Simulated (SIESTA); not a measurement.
PbO (Litharge):

```
Pb O
1.0
     3.99000    0.00000    0.00000
     0.00000    3.99000    0.00000
     0.00000    0.00000    5.01000
Pb O
2 2
Direct
  0.50000 0.00000 0.76000
  0.00000 0.50000 0.24000
  0.50000 0.50000 0.00000
  0.00000 0.00000 0.00000
```

- Program: SIESTA 5.4.2
- Task: single point
- Functional: PBE
- Potentials or basis: PseudoDojo 0.4 standard (PBE files)
- Basis: DZP (energy shift 0.002 Ry)
- Grid cutoff: 800 Ry
- Energy shift: 0.002 Ry
- k mesh: 7 × 7 × 6
- Occupations: fermi-dirac, width 0.05 eV
- Spin: no spin polarisation

On this cell: pressure 5.6 GPa; largest force 0.455 eV/Å; band gap on the k mesh 1.40 eV, indirect (least direct gap 2.28 eV).

The same run follows on a disturbed copy (atoms moved at random, drawn with an rms of 0.05 Å):

```
Pb O
1.0
     3.99000    0.00000    0.00000
     0.00000    3.99000    0.00000
     0.00000    0.00000    5.01000
Pb O
2 2
Direct
  0.50251 0.00029 0.76407
  0.98947 0.50782 0.24743
  0.49476 0.50656 0.99778
  0.99373 0.01242 0.00824
```

What changes?

The energy moves by +2.5 meV/atom; pressure 5.2 GPa; largest force 0.544 eV/Å; band gap on the k mesh 1.35 eV, indirect (least direct gap 2.24 eV).

Forces in eV/Å, atoms in the order of the input:
```
Pb  -0.222  0.192 -0.458
Pb   0.148  0.055  0.206
O   -0.087 -0.064  0.317
O    0.162 -0.183 -0.065
```

Stress tensor (GPa, compression positive):
```
 5.06 -0.01  0.76
-0.01  7.00 -0.22
 0.76 -0.22  3.52
```

Caveats: semicore shells carry a single zeta, which can move pressures by several GPa and volumes by a few percent; spin-orbit coupling is left out, which as a rule narrows the gap of such compounds by several tenths of an eV; an odd mesh through Γ misses points on the zone boundary, where band edges often lie; the basis of atomic orbitals isn't converged, which shifts pressures, moduli and gaps.
